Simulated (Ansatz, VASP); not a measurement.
One calculation of NaF, two programs

The input INCAR:

```
SYSTEM = NaF
PREC     = Accurate       ! precision mode
ENCUT    = 520            ! plane-wave cutoff, eV
EDIFF    = 1E-8           ! SCF threshold, eV
ISMEAR   = -1             ! smearing method
SIGMA    = 0.02           ! smearing width, eV
LREAL    = .False.        ! projectors in reciprocal space
LASPH    = .True.         ! aspherical terms in the spheres
NELM     = 60             ! most SCF steps
ALGO     = Normal         ! electronic algorithm
ISIF     = 2              ! what is computed and relaxed
LWAVE    = .False.        ! write WAVECAR
LCHARG   = .False.        ! write CHGCAR
GGA      = CA             ! functional
LEFG     = .True.       
NBANDS   = 14             ! bands
```

KPOINTS

```
Automatic mesh
0
Gamma
  10 10 10
  0 0 0
```

Contents of POSCAR:

```
NaF
1.0
    0.0000000000      2.3538732429      2.3538732429
    2.3538732429      0.0000000000      2.3538732429
    2.3538732429      2.3538732429      0.0000000000
Na F
1 1
Direct
    0.0000000000      0.0000000000      0.0000000000
    0.5000000000      0.5000000000      0.5000000000
```

Input for Ansatz:

```yaml
crystal:
  lattice:
    - [0.0, 2.3538732429, 2.3538732429]
    - [2.3538732429, 0.0, 2.3538732429]
    - [2.3538732429, 2.3538732429, 0.0]
  atoms:
    - { symbol: Na, position: [0.0, 0.0, 0.0] }
    - { symbol: F, position: [0.5, 0.5, 0.5] }
kpoints:
  mp_grid: { grid: [10, 10, 10] }
scf:
  occupations: { method: fermi_dirac, width: 0.02 }
hamiltonian:
  xc: lda
  pseudopotentials: { kind: paw }
output:
  forces: true
  stress: true
  eigenvalues: true
  efg: { contact_densities: true }
```

Change from the starting cell: volume scaled by 1.04, PAW files.

Alike in both runs: task electric field gradients; functional LDA; k mesh 10 × 10 × 10; occupations fermi-dirac, width 0.02 eV; no spin polarisation.

```csv
,VASP,Ansatz
version,VASP 6.6.1,Ansatz 0.2.0
potentials or method,"VASP PAW LDA potentials, release 64 (Na_pv, F)","PAW with Ansatz's default frozen-core files, scalar-relativistic"
plane-wave cutoff (eV),520,420
valence electrons in the cell,14,16
```

|  | VASP | Ansatz | Ansatz less VASP |
| --- | --- | --- | --- |
| gap on the k mesh at the Fermi level (eV) | 5.71 | 5.74 | +0.021 |
| pressure (GPa) | -6.1 | -6.0 | +0.10 |
| Vzz of the field gradient on the site that differs most (V/Å²) | 0.0 | 0.0 | 0.00 |

The two sets of potentials don't hold the same shells in valence.

A k mesh can miss the band edges.
